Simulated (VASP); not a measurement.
# CdSe (Cadmoselite) (P6_3mc) in VASP: a series of runs

One crystal, CdSe (Cadmoselite), is run at these levels: PBEsol, LDA; tasks: single point.

Everything below comes from runs of VASP 6.6.1. Logs are shortened: lines on timing, memory, paths and dates and some standing lists are left out, and cuts for length are marked.

**Measured values to compare with.**

From a printed reference work, data compilation, for a bulk crystal of CdSe at 2 K: band gap 1.841 eV.

The runs below are set against these values where they give the same quantity.

### Step 1. The structure

Symmetry: P6_3mc, No. 186, hexagonal system. Conventional cell: a = 4.300 Å, b = 4.300 Å, c = 7.020 Å, α = 90.00°, β = 90.00°, γ = 120.00°. Cd (site symmetry 3m) is surrounded by 4 Se at 2.61 to 2.70 Å. Se (site symmetry 3m) has 4 Cd at 2.61 to 2.70 Å as nearest neighbours.

### Step 2. Single point, PBEsol

Contents of INCAR:

```
SYSTEM = CdSe
  PREC = Accurate
  ENCUT = 520
  EDIFF = 1E-6
  ISMEAR = -1
  SIGMA = 0.02
  LREAL = .False.
  LASPH = .True.
  NELM = 60
  ALGO = Normal
  ISIF = 2
  LWAVE = .False.
  LCHARG = .True.
  GGA = PS
  LVHAR = .True.
  KPAR = 4
```

Contents of KPOINTS:

```
Automatic mesh
0
Gamma
  6 6 3
  0 0 0
```

Contents of POSCAR:

```
CdSe
1.0
    4.3000000000      0.0000000000      0.0000000000
   -2.1500000000      3.7239092363      0.0000000000
    0.0000000000      0.0000000000      7.0200000000
Cd Se
2 2
Direct
    0.3333333333      0.6666666667      0.0000000000
    0.6666666667      0.3333333333      0.5000000000
    0.3333333333      0.6666666667      0.3850000000
    0.6666666667      0.3333333333      0.8850000000
```

Potentials or basis: VASP PAW PBE potentials, release 64 (Cd, Se).

Started as:

```bash
> cat potpaw_PBE.64/Cd/POTCAR potpaw_PBE.64/Se/POTCAR > POTCAR
> mpirun -np 4 vasp_std > vasp.out
```

OUTCAR:

```text
SYSTEM = CdSe
   PREC = Accurate
   ENCUT = 520
   EDIFF = 1E-6
   ISMEAR = -1
   LREAL = .False.
   LASPH = .True.
   NELM = 60
   ISIF = 2
   GGA = PS

 ion  position               nearest neighbor table
   1  0.333  0.667  0.000-   4 2.61   4 2.61   4 2.61   3 2.70
   2  0.667  0.333  0.500-   3 2.61   3 2.61   3 2.61   4 2.70
   3  0.333  0.667  0.385-   2 2.61   2 2.61   2 2.61   1 2.70
   4  0.667  0.333  0.885-   1 2.61   1 2.61   1 2.61   2 2.70

  LATTYP: Found a hexagonal cell.
 ALAT       =     4.3000000000
 C/A-ratio  =     1.6325581395

  Lattice vectors:

 A1 = (   4.3000000000,   0.0000000000,   0.0000000000)
 A2 = (  -2.1500000000,   3.7239092363,   0.0000000000)
 A3 = (   0.0000000000,   0.0000000000,   7.0200000000)

Analysis of symmetry for initial positions (statically):
=====================================================================
 Subroutine PRICEL returns:
 Original cell was already a primitive cell.

 Routine SETGRP: Setting up the symmetry group for a
 hexagonal supercell.

 Subroutine GETGRP returns: Found 12 space group operations
 (whereof  6 operations were pure point group operations)
 out of a pool of 24 trial point group operations.

The static configuration has the point symmetry C_3v.
 The point group associated with its full space group is C_6v.

Analysis of symmetry for dynamics (positions and initial velocities):
=====================================================================
 Subroutine PRICEL returns:
 Original cell was already a primitive cell.

 Routine SETGRP: Setting up the symmetry group for a
 hexagonal supercell.

 Subroutine GETGRP returns: Found 12 space group operations
 (whereof  6 operations were pure point group operations)
 out of a pool of 24 trial point group operations.

The dynamic configuration has the point symmetry C_3v.
 The point group associated with its full space group is C_6v.

 Subroutine INISYM returns: Found 12 space group operations
 (whereof  6 operations are pure point group operations),
 and found     1 'primitive' translations

----------------------------------------------------------------------------------------

                                     Primitive cell

  volume of cell :     112.4099

  direct lattice vectors                    reciprocal lattice vectors
     4.300000000  0.000000000  0.000000000     0.232558140  0.134267504  0.000000000
    -2.150000000  3.723909236  0.000000000     0.000000000  0.268535009  0.000000000
     0.000000000  0.000000000  7.020000000     0.000000000  0.000000000  0.142450142

  length of vectors
     4.300000000  4.300000000  7.020000000     0.268535009  0.268535009  0.142450142

  position of ions in fractional coordinates (direct lattice)
     0.333333333  0.666666667  0.000000000
     0.666666667  0.333333333  0.500000000
     0.333333333  0.666666667  0.385000000
     0.666666667  0.333333333  0.885000000

  ion indices of the primitive-cell ions
   primitive index   ion index
                 1           1
                 2           2
                 3           3
                 4           4

----------------------------------------------------------------------------------------

 KPOINTS: Automatic mesh

Automatic generation of k-mesh.
 Grid dimensions read from file:
 generate k-points for:    6    6    3

 Generating k-lattice:

  Cartesian coordinates                     Fractional coordinates (reciprocal lattice)
     0.038759690  0.022377917  0.000000000     0.166666667  0.000000000  0.000000000
     0.000000000  0.044755835  0.000000000     0.000000000  0.166666667  0.000000000
     0.000000000  0.000000000  0.047483381     0.000000000  0.000000000  0.333333333

  Length of vectors
     0.044755835  0.044755835  0.047483381

  Shift w.r.t. Gamma in fractional coordinates (k-lattice)
     0.000000000  0.000000000  0.000000000

 Subroutine IBZKPT returns following result:
 ===========================================

 Found     14 irreducible k-points:

 Following reciprocal coordinates:
            Coordinates               Weight
  0.000000  0.000000  0.000000      1.000000
  0.166667 -0.000000  0.000000      6.000000
  0.333333 -0.000000  0.000000      6.000000
  0.500000 -0.000000  0.000000      3.000000
  0.166667  0.166667  0.000000      6.000000
  0.333333  0.166667  0.000000     12.000000
  0.333333  0.333333  0.000000      2.000000
  0.000000  0.000000  0.333333      2.000000
  0.166667 -0.000000  0.333333     12.000000
  0.333333 -0.000000  0.333333     12.000000
  0.500000 -0.000000  0.333333      6.000000
  0.166667  0.166667  0.333333     12.000000
  0.333333  0.166667  0.333333     24.000000
  0.333333  0.333333  0.333333      4.000000
   k-points           NKPTS =     14   k-points in BZ     NKDIM =     14   number of bands    NBANDS=     22
   number of dos      NEDOS =    301   number of ions     NIONS =      4
   total plane-waves  NPLWV =  55296
   dimension x,y,z NGX =    32 NGY =   32 NGZ =   54
   dimension x,y,z NGXF=    64 NGYF=   64 NGZF=  108
   ions per type =               2   2
   NGX,Y,Z   is equivalent  to a cutoff of  12.37, 12.37, 12.79 a.u.
   NGXF,Y,Z  is equivalent  to a cutoff of  24.74, 24.74, 25.58 a.u.
 SYSTEM =  CdSe
   PREC   = accura    normal or accurate (medium, high low for compatibility)
   ISTART =      0    job   : 0-new  1-cont  2-samecut
   ICHARG =      2    charge: 1-file 2-atom 10-const
   ISPIN  =      1    spin polarized calculation?
   LNONCOLLINEAR =      F non collinear calculations
   LSORBIT =      F    spin-orbit coupling
   LASPH  =      T    aspherical Exc in radial PAW
   ENCUT  =  520.0 eV  38.22 Ry    6.18 a.u.   8.00  8.00 13.05*2*pi/ulx,y,z
   NELM   =     60;   NELMIN=  2; NELMDL= -5     # of ELM steps
   EDIFF  = 0.1E-05   stopping-criterion for ELM
   LREAL  =      F    real-space projection
   EDIFFG = 0.1E-04   stopping-criterion for IOM
   NSW    =      0    number of steps for IOM
   IBRION =     -1    ionic relax: 0-MD 1-quasi-New 2-CG
   NFREE  =      0    steps in history (QN), initial steepest desc. (CG)
   ISIF   =      2    stress and relaxation
   ISYM   =      2    0-nonsym 1-usesym 2-fastsym
   POTIM  = 0.5000    time-step for ionic-motion
   TEBEG  =    0.0;   TEEND  =   0.0 temperature during run
   PSTRESS=    0.0 pullay stress
   NELECT =      36.0000    total number of electrons
   NUPDOWN=      -1.0000    fix difference up-down
   EMIN   =  10.00;   EMAX   =-10.00  energy-range for DOS
   EFERMI =   0.00;   METHOD = LEGACY
   ISMEAR =    -1;   SIGMA  =   0.02  broadening in eV -4-tet -1-fermi 0-gaus
   EFERMI_NEDOS =   21; number of points for ismear=-14 and -15
   IALGO  =     38    algorithm
   IMIX   =      4    mixing-type and parameters
     AMIX     =   0.40;   BMIX     =  1.00
     AMIX_MAG =   1.60;   BMIX_MAG =  1.00
  volume/ion in A,a.u.               =      28.10       189.64
  Fermi-wavevector in a.u.,A,eV,Ry     =   1.120059  2.116604 17.068937  1.254531
  Thomas-Fermi vector in A             =   2.256702
   LORBIT       =      0    0 simple, 1 ext, 2 COOP (PROOUT), +10 PAW based schemes
   GGA     = PS    functional components
   LHFCALC =     F    Hartree Fock is set to
   AEXX    =    0.0000 exact exchange contribution
   IVDW    =     0    specifies the selected vdW correction
   LEPSILON=     F    determine dielectric tensor
   LRPA    =     F    only Hartree local field effects (RPA)
 non-spin polarized calculation
  energy-cutoff  :      520.00
  volume of cell :      112.41
 maximum number of plane-waves:      3045
 NGX is ok and might be reduce to    32
   NGX = 15   NGY = 15   NGZ = 27

 number of electron      35.9999998 magnetization

 Free energy of the ion-electron system (eV)
  ---------------------------------------------------
  ext. energy  EPLUGINS =         0.00000000
  ---------------------------------------------------
  free energy    TOTEN  =       -12.32467917 eV

  energy without entropy =      -12.32467916  energy(sigma->0) =      -12.32467917

 E-fermi :   1.1074     XC(G=0):  -9.0926

 val. band max:        0.8088471635   @ k =   0.0000   0.0000   0.0000
 cond. band min:       1.3870921517   @ k =   0.0000   0.0000   0.0000
 fundamental gap:      0.5782449882
 Fermi energy:         1.1074006634

 k-point     1 :       0.0000    0.0000    0.0000
  band No.  band energies     occupation
      1     -11.8149      2.00000
      2     -11.4410      2.00000
      3      -7.1081      2.00000
      4      -7.1081      2.00000
      5      -7.0523      2.00000
      6      -7.0523      2.00000
[... 14 lines left out ...]
     21       6.6020      0.00000
     22       6.6020      0.00000

 k-point     2 :       0.1667   -0.0000    0.0000
  band No.  band energies     occupation
      1     -11.7290      2.00000
      2     -11.4000      2.00000
      3      -7.0731      2.00000
      4      -7.0596      2.00000
      5      -7.0116      2.00000
      6      -7.0077      2.00000
[... 14 lines left out ...]
     21       5.9856      0.00000
     22       6.9226      0.00000

 k-point     3 :       0.3333   -0.0000    0.0000
  band No.  band energies     occupation
      1     -11.5422      2.00000
      2     -11.3296      2.00000
      3      -7.0137      2.00000
      4      -7.0044      2.00000
      5      -6.9178      2.00000
      6      -6.8859      2.00000
[... 14 lines left out ...]
     21       5.8113      0.00000
     22       6.5614      0.00000
[... 226 lines left out ...]
 k-point    13 :       0.3333    0.1667    0.3333
  band No.  band energies     occupation
      1     -11.3968      2.00000
      2     -11.3360      2.00000
      3      -6.9751      2.00000
      4      -6.9550      2.00000
      5      -6.9082      2.00000
      6      -6.9021      2.00000
[... 14 lines left out ...]
     21       5.7660      0.00000
     22       6.2251      0.00000

 k-point    14 :       0.3333    0.3333    0.3333
  band No.  band energies     occupation
      1     -11.3345      2.00000
      2     -11.3345      2.00000
      3      -6.9721      2.00000
      4      -6.9069      2.00000
      5      -6.9069      2.00000
      6      -6.8904      2.00000
[... 14 lines left out ...]
     21       5.8418      0.00000
     22       7.0244      0.00000

------------------------ aborting loop because EDIFF is reached ----------------------------------------

  FORCE on cell =-STRESS in cart. coord.  units (eV):
  Direction    XX          YY          ZZ          XY          YZ          ZX
  --------------------------------------------------------------------------------------
  -------------------------------------------------------------------------------------
  Total        0.8016367      0.8016367     -0.5327459      0.0000000     -0.0000000      0.0000000
  in kB       11.4257184     11.4257184     -7.5932216      0.0000000     -0.0000000      0.0000000
  external PRESSURE =       5.0860717 kB  Pullay stress =       0.0000000 kB

 VOLUME and BASIS-vectors are now :
 -----------------------------------------------------------------------------
  energy-cutoff  :      520.00
  volume of cell :      112.41
      direct lattice vectors                 reciprocal lattice vectors
     4.300000000  0.000000000  0.000000000     0.232558140  0.134267504  0.000000000
    -2.150000000  3.723909236  0.000000000     0.000000000  0.268535009  0.000000000
     0.000000000  0.000000000  7.020000000     0.000000000  0.000000000  0.142450142

 POSITION                                       TOTAL-FORCE (eV/Angst)
 -----------------------------------------------------------------------------------
     -0.00000      2.48261      0.00000        -0.000000     -0.000000      0.274894
      2.15000      1.24130      3.51000         0.000000      0.000000      0.274894
     -0.00000      2.48261      2.70270        -0.000000     -0.000000     -0.274894
      2.15000      1.24130      6.21270         0.000000      0.000000     -0.274894
 -----------------------------------------------------------------------------------
    total drift:                               -0.000000     -0.000000      0.000134

  FREE ENERGIE OF THE ION-ELECTRON SYSTEM (eV)
  ---------------------------------------------------
  free  energy   TOTEN  =       -12.3246791731 eV

  energy  without entropy=      -12.3246791633  energy(sigma->0) =      -12.32467917
```

Wall time 17 s (4 MPI ranks of AMD EPYC 7R13 (Zen 3), shared host); peak memory 0.21 GiB.

Results:

```yaml
Free_energy: -12.3247 eV
Pressure: 0.5 GPa
Largest_force: 0.275 eV/Å
Band_gap_on_the_k_mesh: 0.58 eV, direct
```

Forces in eV/Å, atoms in the order of the input:
```
Cd   0.000  0.000  0.275
Cd   0.000  0.000  0.275
Se   0.000  0.000 -0.275
Se   0.000  0.000 -0.275
```

Caveat: the PAW data sets were made with another functional, which shifts forces and pressure a little.

### Step 3. Single point, LDA

INCAR, as its differences from that of step 2:

```diff
@@ -2,3 +2,3 @@
   PREC = Accurate
-  ENCUT = 520
+  ENCUT = 300
   EDIFF = 1E-6
@@ -13,3 +13,3 @@
   LCHARG = .True.
-  GGA = PS
+  GGA = CA
   LVHAR = .True.
```

Contents of KPOINTS:

```
Automatic mesh
0
Gamma
  4 4 2
  0 0 0
```

POSCAR is that of step 2.

Potentials or basis: VASP PAW LDA potentials, release 64 (Cd, Se).

Started as:

```bash
> cat potpaw_LDA.64/Cd/POTCAR potpaw_LDA.64/Se/POTCAR > POTCAR
> mpirun -np 4 vasp_std > vasp.out
```

OUTCAR:

```text
SYSTEM = CdSe
   PREC = Accurate
   ENCUT = 300
   EDIFF = 1E-6
   ISMEAR = -1
   LREAL = .False.
   LASPH = .True.
   NELM = 60
   ISIF = 2
   GGA = CA

 ion  position               nearest neighbor table
   1  0.333  0.667  0.000-   4 2.61   4 2.61   4 2.61   3 2.70
   2  0.667  0.333  0.500-   3 2.61   3 2.61   3 2.61   4 2.70
   3  0.333  0.667  0.385-   2 2.61   2 2.61   2 2.61   1 2.70
   4  0.667  0.333  0.885-   1 2.61   1 2.61   1 2.61   2 2.70

  LATTYP: Found a hexagonal cell.
 ALAT       =     4.3000000000
 C/A-ratio  =     1.6325581395
[... 381 lines left out ...]
  --------------------------------------------------------------------------------------
  -------------------------------------------------------------------------------------
  Total       -0.4690333     -0.4690333     -1.8652847      0.0000000      0.0000000      0.0000000
  in kB       -6.6851256     -6.6851256    -26.5858808      0.0000000      0.0000000      0.0000000
  external PRESSURE =     -13.3187107 kB  Pullay stress =       0.0000000 kB

 VOLUME and BASIS-vectors are now :
 -----------------------------------------------------------------------------
  energy-cutoff  :      300.00
  volume of cell :      112.41
      direct lattice vectors                 reciprocal lattice vectors
     4.300000000  0.000000000  0.000000000     0.232558140  0.134267504  0.000000000
    -2.150000000  3.723909236  0.000000000     0.000000000  0.268535009  0.000000000
     0.000000000  0.000000000  7.020000000     0.000000000  0.000000000  0.142450142

 POSITION                                       TOTAL-FORCE (eV/Angst)
 -----------------------------------------------------------------------------------
     -0.00000      2.48261      0.00000        -0.000000     -0.000000      0.280427
      2.15000      1.24130      3.51000        -0.000000     -0.000000      0.280427
     -0.00000      2.48261      2.70270         0.000000     -0.000000     -0.280427
      2.15000      1.24130      6.21270         0.000000      0.000000     -0.280427
 -----------------------------------------------------------------------------------
    total drift:                                0.000001      0.000002     -0.000319

  FREE ENERGIE OF THE ION-ELECTRON SYSTEM (eV)
  ---------------------------------------------------
  free  energy   TOTEN  =       -13.4185584475 eV

  energy  without entropy=      -13.4185577062  energy(sigma->0) =      -13.41855808
```

stdout:

```text
POSCAR found type information on POSCAR CdSe
 POSCAR found :  2 types and       4 ions
 scaLAPACK will be used
 LDA part: xc-table for (Slater(with rela. corr.)+CA(PZ))
 , standard interpolation
 POSCAR, INCAR and KPOINTS ok, starting setup
 FFT: planning ... GRIDC
 FFT: planning ... GRID_SOFT
 FFT: planning ... GRID
 WAVECAR not read
 entering main loop
```

Wall time 4.6 s (4 MPI ranks of AMD EPYC 7R13 (Zen 3), shared host); peak memory 0.11 GiB.

Results:

```
Free energy            : -13.4186 eV
Largest force          : 0.280 eV/Å
Band gap on the k mesh : 0.44 eV, direct
```

Forces on the atoms (eV/Å):
```
Cd   0.000  0.000  0.280
Cd   0.000  0.000  0.280
Se   0.000  0.000 -0.280
Se   0.000  0.000 -0.280
```

Caveat: the k mesh is coarse (spacing up to 0.45 Å⁻¹), so the values aren't converged; the cutoff is under 1.25 times the usual one of these potentials, so pressure, stress and relaxed cells hold a basis-set (Pulay) error. As with any semilocal functional, this LDA gap is likely too small.

[end of part 1 of 2]
